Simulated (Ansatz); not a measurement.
I:

```
CELL_PARAMETERS angstrom
3.63503 -2.39502 0.00000
3.63503 2.39502 0.00000
0.00000 0.00000 9.79344
ATOMIC_POSITIONS crystal
I 0.64930 0.35070 0.38440
I 0.14930 0.85070 0.11560
I 0.35070 0.64930 0.61560
I 0.85070 0.14930 0.88440
```

Base run:

- Program: Ansatz 0.2.0
- Functional: HSE06 form with a typed share of exact exchange
- Potentials or basis: Ansatz PAW
- Cutoff: 420 eV (not typed: the program's choice for these potentials)
- k mesh: 4 × 4 × 2
- Occupations: fermi-dirac, width 0.05 eV
- Spin: no spin polarisation

Its results: band gap on the k mesh 2.16 eV, indirect (least direct gap 2.37 eV); pressure 1.0 GPa; largest force 0.295 eV/Å.

Q: After a change of settings the same cell gave: band gap on the k mesh 2.30 eV, indirect (least direct gap 2.52 eV); pressure 1.0 GPa; largest force 0.264 eV/Å. Which change was it?
A. share of exact exchange from 0.25 to 0.05
B. share of exact exchange from 0.25 to 0.2
C. screening (1/å) from 0.2 to 0.15
D. share of exact exchange from 0.25 to 0.1

A: C.

Caveats: spin-orbit coupling is left out, which moves the levels of the heavy elements; the PAW data sets come from PBE, with cores solved anew for the run's functional, which leaves a small shift of forces and pressure; the thresholds are loose for stress.
